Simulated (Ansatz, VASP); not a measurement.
**One calculation of Pd, two programs**

The input INCAR:

```
PREC = Accurate
ENCUT = 520
EDIFF = 1E-6
ISMEAR = -1
SIGMA = 0.08
LREAL = F
LASPH = T
NELM = 100
ALGO = Normal
ISIF = 2
LWAVE = F
LCHARG = T
GGA = PE
LELF = T
LVHAR = T
NBANDS = 11
```

Contents of KPOINTS:

```
Automatic mesh
0
Gamma
  19 19 19
```

File POSCAR:

```
Pd
1.0
   -1.3596884804      1.3596884804      1.3596884804
    1.3596884804     -1.3596884804      1.3596884804
    1.3596884804      1.3596884804     -1.3596884804
Pd
1
Direct
    0.0000000000      0.0000000000      0.0000000000
```

Input for Ansatz:

```yaml
crystal:
  lattice:
    - [-1.3596884804, 1.3596884804, 1.3596884804]
    - [1.3596884804, -1.3596884804, 1.3596884804]
    - [1.3596884804, 1.3596884804, -1.3596884804]
  atoms:
    - { symbol: Pd, position: [0.0, 0.0, 0.0] }
kpoints:
  mp_grid: { grid: [19, 19, 19] }
scf:
  occupations: { method: fermi_dirac, width: 0.08 }
hamiltonian:
  xc: pbe
  pseudopotentials: { kind: all_electron, lapw: { basis_error: 0.001 } }
output:
  forces: true
  stress: true
  eigenvalues: true
  populations: true
```

Change from the starting cell: volume scaled by 0.65, LAPW.

Alike in both runs: task single point; functional PBE; k mesh 19 × 19 × 19; occupations fermi-dirac, width 0.08 eV; no spin polarisation.

|  | VASP | Ansatz |
| --- | --- | --- |
| version | VASP 6.6.1 | Ansatz 0.2.0 |
| potentials or method | VASP PAW PBE potentials, release 64 (Pd) | all-electron LAPW, scalar-relativistic |
| plane-wave cutoff (eV) | 520 | see its input |

```csv
,VASP,Ansatz,Ansatz less VASP
pressure (GPa),219.9,220.6,+0.73
```

Ansatz ran all-electron here, so the differences hold the error of VASP's frozen core and of both bases.

Caveats: the cell as given lies far from equilibrium; so large a pressure means that the cell lies far from this level's equilibrium, or that cutoff or potentials fall short (VASP).
